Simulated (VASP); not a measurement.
Runs of VASP 6.6.1 on C. The cell holds a slab with vacuum, 4 atoms: a = 2.466 Å, b = 2.466 Å, c = 21.429 Å, α = 90.00°, β = 90.00°, γ = 120.00°. The slab is cut from a database's or a generator's crystal, which needn't be the stable form of the element.

```tsv
level	potentials or basis	k mesh	grid for exact exchange (PRECFOCK)	screening parameter	largest force (eV/Å)	work function (eV)
r2SCAN	VASP PAW PBE potentials, release 64 (C)	15 × 15 × 1	-	-	(a)	4.34
PBE+D3(BJ)	VASP PAW PBE potentials, release 64 (C)	15 × 15 × 1	-	-	-	(b)
PBE+D3(BJ)	VASP PAW PBE potentials, release 64 (C)	9 × 9 × 1	-	-	0.01	4.27
LDA	VASP PAW LDA potentials, release 64 (C)	15 × 15 × 1	-	-	0.01	4.58
HSE06	VASP PAW PBE potentials, release 64 (C)	9 × 9 × 1	Fast	0.2 1/A	0.04	-
```

Alike in all rows: task band structure; no spin polarisation; cell as given; cutoff (eV) 520; smearing gaussian 0.03 eV.

Problem. Estimate the missing entries.

Solution. (a) 0.02; (b) 4.28.

Caveats: the PAW data sets were made with another functional, which shifts forces and pressure a little (some runs).

Not every run made on this cell is shown here.
